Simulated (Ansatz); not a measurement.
# Na and its free atoms: a cohesive energy from free atoms

Program: Ansatz 0.2.0 through its Python package.

`na.py`:
```python
# -*- coding: utf-8 -*-
from collections import Counter

import ansatz

PHASES = {
    "Na": (
        [(-2.141, 2.141, 2.141), (2.141, -2.141, 2.141), (2.141, 2.141, -2.141)],
        [
            ("Na", (0.0, 0.0, 0.0)),
        ],
    ),
}


def build(vectors, sites):
    crystal = ansatz.Crystal(lattice=ansatz.Lattice.of(vectors))
    for symbol, position in sites:
        crystal = crystal.atom(symbol, position)
    return crystal


def counts(outcome):
    return Counter(site.symbol for site in outcome.lattice.sites)

UNPAIRED = {"Na": 1}  # unpaired electrons of the free atoms


def solve(name, crystal):
    calc = (
        crystal.calculation()
        .pseudopotentials("nc")
        .scf(extra_bands=2)
        .functional(ansatz.Functional.PBE)
        .kpoints(spacing=0.3)
        .occupations("fermi_dirac", width=0.02)
    )
    if name.endswith(" atom"):
        calc = calc.kpoints(1, 1, 1).occupations("fermi_dirac", width=0.01)
        if UNPAIRED[name.split()[0]]:
            calc = calc.spin("collinear")
        return calc.run(threads=1)
    calc = calc.relax(force_tolerance=0.01, cell=True)
    return calc.run(threads=1)

phases = {name: build(*cell) for name, cell in PHASES.items()}
for element, moment in UNPAIRED.items():
    phases[f"{element} atom"] = ansatz.Lattice.orthorhombic(10.0, 10.5, 11.0).atom(element, (0.5, 0.5, 0.5), moment=moment or None)

done = {}
for name, crystal in phases.items():
    done[name] = solve(name, crystal)
    print(f"{name}: {done[name].report['energy_sigma0_ev']:.4f} eV, {len(done[name].lattice.sites)} atoms")

for element in UNPAIRED:
    atom = done[f"{element} atom"].report
    print(f"{element} atom: {atom['energy_sigma0_ev']:.4f} eV, moment {atom['magnetization_mub']:.2f} muB")
solid = done["Na"]
n = counts(solid)
binding = (sum(k * done[f"{e} atom"].report["energy_sigma0_ev"] for e, k in n.items()) - solid.report["energy_sigma0_ev"]) / sum(n.values())
print(f"cohesive energy {binding:.3f} eV/atom = {96.4853 * binding:.0f} kJ/mol of atoms (no zero-point energy)")
```

```console
$ python na.py
DeckWarning: basis.ecutwfc = 1197.300995 eV, auto-derived from the records' recommended cutoffs: set by Na (normal level)
Na: -1243.9440 eV, 1 atoms
DeckWarning: the band count 7 (scf.n_extra_bands) hosts the net moment |M| = 1.0000 μB (N_el = 9) but caps the reachable moment at 2·n_bands − N_el = 5.0000 μB, below the 9 bands that the automatic rule leaves for it — a moment growing past the seed, or the [...]
Na atom: -1242.8826 eV, 1 atoms
Na atom: -1242.8826 eV, moment 1.00 muB
cohesive energy 1.061 eV/atom = 102 kJ/mol of atoms (no zero-point energy)
```
(Warnings from the package without file and line, shortened.)

Reading the output:
- These settings explore the input space; cutoff and mesh may be short of convergence.
- The magnetic order follows from the starting moments and needn't be the lowest.
- For the metals among these phases the mesh is modest: differences between phases can be off by up to 40 meV an atom.
- The cells come from databases of deposited and of computed structures, and not all need be stable phases.
- Free atoms in a box carry small image and symmetry errors, and spin-orbit coupling is left out.
- Wall time of the script: 63 s on 1 thread of Arm Neoverse V2, with other jobs on the host, peak memory 2.3 GiB.
